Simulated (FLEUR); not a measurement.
# MnS (Browneite): one coupling from two orders, and a test

Aim: get Heisenberg couplings of MnS (Browneite) from the energies of collinear orders, with pencil and paper, and test them on an order left out of the fit.

Main program and level: FLEUR MaX-R8.1; PBE with U = 3.3 eV, J = 0.9 eV on Mn d; all-electron FLAPW, Dirac cores, scalar-relativistic bands.

### 1. Set-up

It takes space group F-43m (No. 216, cubic). The conventional cell has a = 5.600 Å, b = 5.600 Å, c = 5.600 Å, α = 90.00°, β = 90.00°, γ = 90.00°. Mn has 4 S at 2.42 Å nearest. Nearest to S lie 4 Mn at 2.42 Å. Farther neighbours and most contacts between anions are not listed.

### 2. The parallel order

All energies count from this run. A Hubbard U acts on the open shell, since semilocal functionals spread its electrons too much.

inpgen writes inp.xml from crystal.txt; cutoffs, mixing, functional, smearing and local orbitals are then set in the file. The k list default-1 (kpts.xml, not shown) is a Γ-centred 6×6×6 mesh; where the ranks do not divide the number of points, some are split in two of half the weight.

Input file inp.xml:

```
<?xml version="1.0" encoding="UTF-8" standalone="no"?>
<fleurInput fleurInputVersion="0.39">
   <comment>
      MnS
   </comment>
   <calculationSetup>
      <cutoffs Kmax="4.26" Gmax="12.8" GmaxXC="12.8" numbands="0"/>
      <scfLoop itmax="130" minDistance="0.0001" maxIterBroyd="15" imix="Anderson" alpha="0.05" precondParam="0.0" spinf="2.0" sdNocoIR="T"/>
      <coreElectrons ctail="T" frcor="F" kcrel="0" coretail_lmax="0"/>
      <xcFunctional name="pbe" relativisticCorrections="F"/>
      <magnetism jspins="2"/>
      <soc l_soc="F" theta="0.0" phi="0.0" spav="F"/>
      <expertModes spex="0" secvar="F"/>
      <geometryOptimization l_f="F" forcealpha="1.0" forcemix="BFGS" epsdisp="0.00001" epsforce="0.00001"/>
      <ldaU l_linMix="F" mixParam="0.05" spinf="1.0"/>
   </calculationSetup>
   <cell>
      <bzIntegration valenceElectrons="21.0" mode="hist" fermiSmearingEnergy="0.00183747">
         <kPointListSelection listName="default-1"/>
         <xi:include xmlns:xi="http://www.w3.org/2001/XInclude" href="kpts.xml"> </xi:include>
      </bzIntegration>
      <xi:include xmlns:xi="http://www.w3.org/2001/XInclude" href="sym.xml"> </xi:include>
      <bulkLattice scale="1.0">
         <bravaisMatrix>
            <row-1>    0.0000000000000000     5.2912331488799991     5.2912331488799991</row-1>
            <row-2>    5.2912331488799991     0.0000000000000000     5.2912331488799991</row-2>
            <row-3>    5.2912331488799991     5.2912331488799991     0.0000000000000000</row-3>
         </bravaisMatrix>
      </bulkLattice>
   </cell>
   <atomSpecies>
      <species name="Manganese 4.500" element="Mn" atomicNumber="25">
         <mtSphere radius="2.7" gridPoints="893" logIncrement="0.014"/>
         <atomicCutoffs lmax="10" lnonsphr="8"/>
         <electronConfig flipSpins="F">
            <coreConfig>(1s1/2) (2s1/2) (2p1/2) (2p3/2)</coreConfig>
            <valenceConfig>(3s1/2) (3p1/2) (3p3/2) (4s1/2) (3d3/2) (3d5/2)</valenceConfig>
            <stateOccupation state="(3d3/2)" spinUp="1.75" spinDown="0.25"/>
            <stateOccupation state="(3d5/2)" spinUp="3.0" spinDown="0.0"/>
         </electronConfig>
         <energyParameters s="4" p="4" d="3" f="4"/>
         <ldaU l="2" U="3.3" J="0.9" l_amf="F"/>
         <lo type="SCLO" l="0" n="3" eDeriv="0"/>
         <lo type="SCLO" l="1" n="3" eDeriv="0"/>
      </species>
      <species name="Sulfur (S)" element="S" atomicNumber="16">
         <mtSphere radius="1.76" gridPoints="583" logIncrement="0.02"/>
         <atomicCutoffs lmax="6" lnonsphr="4"/>
         <electronConfig flipSpins="F">
            <coreConfig>(1s1/2) (2s1/2) (2p1/2) (2p3/2)</coreConfig>
            <valenceConfig>(3s1/2) (3p1/2) (3p3/2)</valenceConfig>
            <stateOccupation state="(3p1/2)" spinUp="0.666667" spinDown="0.666667"/>
            <stateOccupation state="(3p3/2)" spinUp="1.333333" spinDown="1.333333"/>
         </electronConfig>
         <energyParameters s="3" p="3" d="3" f="4"/>
      </species>
   </atomSpecies>
   <atomGroups>
      <atomGroup species="Manganese 4.500">
         <relPos label="                   1">.0000000000 .0000000000 .0000000000</relPos>
         <force calculate="T" relaxXYZ="TTT"/>
      </atomGroup>
      <atomGroup species="Sulfur (S)">
         <relPos label="                   2">1.000/4.000 1.000/4.000 1.000/4.000</relPos>
         <force calculate="T" relaxXYZ="TTT"/>
      </atomGroup>
   </atomGroups>
   <output dos="F" band="F" slice="F">
      <bandDOS minEnergy="-.5*Htr" maxEnergy="0.5*Htr" sigma="0.015" storeEVData="T"/>
      <plotting iplot="0" polar="F">
         <plot TwoD="T" vec1="  1.0  0.0  0.0" vec2="  0.0  1.0  0.0" vec3="  0.0  0.0  1.0" zero="  0.0  0.0  0.0" file="plot"/>
      </plotting>
      <moessbauerParams electricFieldGradient="F" isomerShift="F" coreHyperfine="F" valenceHyperfine="F"/>
   </output>
</fleurInput>
```

Input file crystal.txt:

```
MnS
&input film=F cartesian=F /
0.00000000000  2.80000000000  2.80000000000
2.80000000000  0.00000000000  2.80000000000
2.80000000000  2.80000000000  0.00000000000
1.8897261246
1.0 1.0 1.0

2
25 0.00000000000  0.00000000000  0.00000000000 : 4.500
16 0.25000000000  0.25000000000  0.25000000000

&kpt div1=6 div2=6 div3=6 gamma=T /
```

On the command line:

```bash
> OMP_NUM_THREADS=1 inpgen -f crystal.txt > inpgen.log  # inp.xml is then edited as shown
> OMP_NUM_THREADS=1 mpirun -n 2 fleur_MPI > fleur.log
```

Output:

```text
Welcome to FLEUR        (www.flapw.de)
      MaX-Release 8.1          (www.max-centre.eu)

 ========== k-point set info ==========
 Selected k-point list: default-1
 k-point list type: mesh
 6 x 6 x 6
 Number of k points: 16

 [... set-up left out ...]
 no density matrix found ... skipping LDA+U
 Reset of history
 Iteration:     1   Distance:       9.16022693 me/bohr^3
 Iteration:     2   Distance:       8.63928229 me/bohr^3
 Iteration:     3   Distance:       7.95852847 me/bohr^3
 Iteration:     4   Distance:       4.16614452 me/bohr^3
[...]
[... left out ...]
            <freeEnergy value="-1557.8663191674"/>
            <extrapolationTo0K value="-1557.8663189700"/>
         </totalEnergy>
         [... left out ...]
         <ldaUDensityMatrixConvergence>
            <distance spin="1" distance="0.000000"/>
            <distance spin="2" distance="0.000000"/>
         </ldaUDensityMatrixConvergence>
         <densityConvergence units="me/bohr^3">
            <chargeDensity spin="1" distance="0.0000300915"/>
            <chargeDensity spin="2" distance="0.0000274942"/>
            <overallChargeDensity distance="0.0000405791"/>
            <spinDensity distance="0.0000409413"/>
         </densityConvergence>
      </iteration>
```

The job ended after 38 s (2 MPI ranks of Arm Neoverse V1, shared host; peak memory 0.13 GiB; 75 s of CPU time).

Spin moment in the muffin-tin sphere by atom:

```
atom  spin moment in the muffin-tin sphere (μB)
 Mn1                                       4.67
  S2                                       0.06
```

Read from the output:

- free energy: -42391.7021 eV
- program's band gap on this mesh (in a metal only a level spacing): 0.6932 eV
- magnetization: 5 μB
- final state: ferromagnetic

After 18 cycles the largest moment stands at 4.67 μB.

### 3. The orders used for the fit

The other orders were run with the same settings, on meshes that hold the same points. Free energies are divided by the number of Mn atoms; q is in fractions of the reciprocal vectors of the first run's cell.

```
              order  atoms   mesh  free energy (eV)    eV per Mn  largest moment (μB)
                F +      2  6×6×6       -42391.7021  -42391.7021                 4.67
AF q=(0,1/2,1/2) +-      4  6×3×6       -84783.7130  -42391.8565                 4.51
```

### 4. Counting neighbours

With E = −Σ J e_i·e_j over ordered pairs of unit vectors, turning a neighbour from parallel to opposed costs 2J a Mn atom. So an order lies 2 Σ n J over the parallel one, n being the opposed neighbours in each shell.

```
shell  distance (Å)  neighbours  opposed in AF q=(0,1/2,1/2) +-  opposed in AF q=(0,0,1/2) +-
   J1          3.96          12                               8                             6
   J2          5.60           6                               0                             6
```

Only J1 is kept.

### 5. Solving

```
2 × 8 × J1 = -154.3 meV    (AF q=(0,1/2,1/2) +-)
J1 = -9.64 meV
```

### 6. The test

The couplings now give the orders that were left out:

```
2 × 6 × (-9.64) = -115.7 meV    (AF q=(0,0,1/2) +-)
```

The runs themselves:

```
            order  atoms   mesh  free energy (eV)    eV per Mn  largest moment (μB)  over the parallel order (meV)  foretold (meV)
AF q=(0,0,1/2) +-      4  6×6×3       -84783.6433  -42391.8217                 4.55                         -119.5          -115.7
```

### 7. Results

| Item | Value |
| --- | --- |
| effective coupling of the reversed pairs, counted on J1 (Mn–Mn at 3.96 Å) | -9.64 meV |
| largest miss on the orders left out | 3.8 meV |

**Reading.** The model misses the order left out by 3.8 meV, 2.5 % of the largest distance from the parallel order, so it holds on this test. The largest moments of the orders differ by 3.5 % of the greatest. One difference fixes one number: it sums all reversed shells and need not be the coupling of the nearest one, even in sign.

[Logs and program files are shortened in this print: banners, set-up blocks, solver, clock and traceback lines can be left out without a mark of their own.]

[Logs are printed without paths, hosts, clocks, repeated set-up lines and the standing remarks that a program may print on its own settings, such as how far it seeks lower states.]

[Hosts, paths, dates, database ids (printed as entryN), source tags and the programs' standing remarks are cut or masked in the printed files.]

[Where a cell is said to come from a database of computed structures, the database is the Materials Project.]
